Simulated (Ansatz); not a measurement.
# BeS: band masses and rigid-band transport — Ansatz, plane waves and PAW

Space group F-43m (No. 216), 2 atoms in the cell of the first input below: a = 3.429 Å, b = 3.429 Å, c = 3.429 Å, α = 60.00°, β = 60.00°, γ = 60.00°.

The structure is a measured one, not always of the ambient phase, taken without relaxation (pressure 1.1 GPa with this functional, without spin–orbit coupling). Functional: r2SCAN.

Spin–orbit coupling is left out. Kohn–Sham gap between the band edges found on a fine mesh: 3.56 eV.

Levels at points 0.012 Å⁻¹ about the band edges give the masses:

```yaml
crystal:
  lattice:
    - [0.0, 2.4249991143, 2.4249991143]
    - [2.4249991143, 0.0, 2.4249991143]
    - [2.4249991143, 2.4249991143, 0.0]
  atoms:
    - { symbol: Be, position: [0.0, 0.0, 0.0] }
    - { symbol: S, position: [0.75, 0.75, 0.75] }
basis:
  ecutwfc: 500
  ecutrho_ratio: 4
kpoints:
  mp_grid: { grid: [12, 12, 12] }
hamiltonian:
  xc: r2scan
scf:
  occupations: { method: gaussian, width: 0.05 }
output:
  forces: true
  stress: true
  eigenvalues: true
  eigenstates:
    kpoints:
      - [0.0, 0.0, 0.0]
      - [0.0, 0.004631407, 0.004631407]
      - [0.0, -0.004631407, -0.004631407]
      - [0.004631407, 0.0, 0.004631407]
      - [-0.004631407, 0.0, -0.004631407]
      - [0.004631407, 0.004631407, 0.0]
      - [-0.004631407, -0.004631407, 0.0]
      - [0.003274899, 0.003274899, 0.006549799]
      - [-0.003274899, -0.003274899, -0.006549799]
      - [0.003274899, 0.006549799, 0.003274899]
      - [-0.003274899, -0.006549799, -0.003274899]
      - [0.006549799, 0.003274899, 0.003274899]
      - [-0.006549799, -0.003274899, -0.003274899]
      - [0.005347888, 0.005347888, 0.005347888]
      - [-0.005347888, -0.005347888, -0.005347888]
      - [0.0, -0.5, -0.5]
      - [0.0, -0.495368593, -0.495368593]
      - [0.0, -0.504631407, -0.504631407]
      - [0.004631407, -0.5, -0.495368593]
      - [-0.004631407, -0.5, -0.504631407]
      - [0.004631407, -0.495368593, -0.5]
      - [-0.004631407, -0.504631407, -0.5]
      - [0.003274899, -0.496725101, -0.493450201]
      - [-0.003274899, -0.503274899, -0.506549799]
      - [0.003274899, -0.493450201, -0.496725101]
      - [-0.003274899, -0.506549799, -0.503274899]
      - [0.006549799, -0.496725101, -0.496725101]
      - [-0.006549799, -0.503274899, -0.503274899]
      - [0.005347888, -0.494652112, -0.494652112]
      - [-0.005347888, -0.505347888, -0.505347888]
    de_dk: true
    e_range: [-2.381912652144, 2.381912652119]
```

```bash
ansatz run input.yaml --threads 4 --pin off --max-ram 9216MiB --backend cpu --events-out ev --progress --plain --runs-dir out
```

Time: 2.3 s on 4 threads of Arm Neoverse V1, on a shared host, peak memory 0.39 GiB.

Edges at k = (0.000, 0.000, 0.000) and (0.000, -0.500, -0.500); masses in electron masses along fixed Cartesian directions (which need not be the axes of a valley), negative for hole-like bands, for at most the three nearest levels of the same spin at these k-points, within 0.3 eV:

```csv
edge,band,from the edge (meV),degeneracy,x,y,z,111
valence,1,0,3,-0.559,-0.559,-0.559,-1.328
valence,2,0,3,-0.559,-0.559,-0.559,-1.328
valence,3,0,3,-0.343,-0.343,-0.343,-0.201
conduction,1,0,1,0.786,0.284,0.284,0.360
```

These curvatures agree with the slopes at the same points. They hold at the edge alone, and further out the bands need not be parabolic. Degenerate bands can be warped: each is named by its order in energy along a direction and has no mass tensor of its own.

The states of the whole zone with their velocity products:

```yaml
crystal:
  lattice:
    - [0.0, 2.4249991143, 2.4249991143]
    - [2.4249991143, 0.0, 2.4249991143]
    - [2.4249991143, 2.4249991143, 0.0]
  atoms:
    - { symbol: Be, position: [0.0, 0.0, 0.0] }
    - { symbol: S, position: [0.75, 0.75, 0.75] }
basis:
  ecutwfc: 500
  ecutrho_ratio: 4
kpoints:
  mp_grid: { grid: [12, 12, 12] }
hamiltonian:
  xc: r2scan
scf:
  occupations: { method: gaussian, width: 0.05 }
output:
  forces: true
  stress: true
  eigenvalues: true
  states_by_energy: { minimum_broadening: 0.025 }
```

```bash
ansatz run input.yaml --threads 4 --pin off --max-ram 9216MiB --backend cpu --events-out ev --progress --plain --runs-dir out
```

Time: 30 s on 4 threads of Arm Neoverse V1, with other jobs on the host, peak memory 0.69 GiB.

From that table, at a constant relaxation time τ with Fermi–Dirac weights and rigid bands:

```tsv
T (K)	doping (cm⁻³)	μ − E_F (eV)	σ_xx/τ (10²⁰/Ω m s)	S_xx (μV/K)	Lorenz (10⁻⁸ V²/K²)	ħω_p,xx (eV)
300	n 1e19	1.770	0.00759	-275	1.89	0.193
300	p 1e19	-1.728	0.00414	398	1.82	0.142
300	n 1e20	1.868	0.0744	-107	2.12	0.603
300	p 1e20	-1.797	0.0411	207	1.90	0.449
300	n 1e21	2.185	0.655	-26	2.41	1.791
300	p 1e21	-1.939	0.391	63	2.26	1.383
600	n 1e19	1.696	0.00739	-363	1.85	0.190
600	p 1e19	-1.618	0.00401	485	1.80	0.140
600	n 1e20	1.843	0.0728	-177	1.96	0.597
600	p 1e20	-1.744	0.0399	290	1.83	0.442
600	n 1e21	2.178	0.65	-53	2.32	1.784
600	p 1e21	-1.926	0.384	116	2.06	1.371
900	n 1e19	1.603	0.00718	-417	1.84	0.188
900	p 1e19	-1.488	0.00389	537	1.79	0.138
900	n 1e20	1.803	0.0709	-225	1.91	0.589
900	p 1e20	-1.672	0.0387	340	1.81	0.435
900	n 1e21	2.168	0.642	-78	2.23	1.773
900	p 1e21	-1.903	0.376	157	1.97	1.356
```

Task: Which of the dopings listed at 300 K has the largest power factor S²σ/τ along x?

Result: n 1e19: 0.58, p 1e19: 0.66, n 1e20: 0.85, p 1e20: 1.8, n 1e21: 0.46, p 1e21: 1.6 (10¹¹ W/m K² s), so p 1e20 cm⁻³, if τ is the same for all.

Caveats: crystals with gaps this wide can seldom be doped to such densities with both signs of carrier, so the rows show what the bands would give; melting, decomposition and changes of phase at these temperatures weren't checked; no scattering is computed, and the gap isn't corrected.

BeS has an indirect gap, with holes in the threefold, mainly S 3p valence top at Γ and electrons in valleys at X. The conduction mass of 0.786 along x is the longitudinal mass of one valley. In the cubic crystal the equivalent valleys share the current, and two of the three present the light mass of 0.284 along x, which helps electrons conduct better than holes at every listed density and temperature.

Holes nevertheless give the larger power factor at each density at 300 K. Their three bands meet at the edge, and the heavy ones are strongly warped, reaching -1.328 along 111. This large density of states keeps the chemical potential farther out in the gap or less deep in the band, so the Seebeck coefficient stays high and outweighs the lower conductivity. The close values at p 1e20 and p 1e21 suggest that the optimum lies between them. The same dense valence states also offer more final states for scattering, which could shorten the hole lifetime and reduce this advantage.
